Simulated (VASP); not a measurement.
A run of VASP 6.6.1:

The input INCAR:

```
SYSTEM = MgO
PREC = Accurate ; ENCUT = 520
EDIFF = 1E-7 ; ISMEAR = 0
SIGMA = 0.02 ; LREAL = .False.
LASPH = .True. ; NELM = 60
ALGO = Normal ; ISIF = 3
LWAVE = .False. ; LCHARG = .False.
GGA = PE ; IBRION = 2
NSW = 80 ; EDIFFG = -0.002
AMIX = 0.2
```

The input KPOINTS:

```
regular mesh
0
Gamma
  12 12 12
  0 0 0
```

File POSCAR:

```
MgO                                     
1.0
    0.0000000000      2.1233940885      2.1233940885
    2.1233940885      0.0000000000      2.1233940885
    2.1233940885      2.1233940885     -0.0000000000
  Mg              O             
     1     1
Direct
     0.0000000000000000    0.0000000000000000    0.0000000000000000
     0.5000000000000000    0.5000000000000000    0.5000000000000000
```

Potentials or basis: VASP PAW PBE potentials, release 64 (Mg, O).

The run is started by

```console
$ cat potpaw_PBE.64/Mg/POTCAR potpaw_PBE.64/O/POTCAR > POTCAR
$ mpirun -np 1 vasp_std > vasp.out
```

Hardware: 1 thread of AMD EPYC 7R13 Processor (Zen 3) (shared host).

How long does it take, and how much memory?

Wall time 12 s on 1 thread of AMD EPYC 7R13 Processor (Zen 3), with other jobs on the host, peak memory 0.11 GiB. Counts: scf iterations 14, k points 72, ion steps 1.
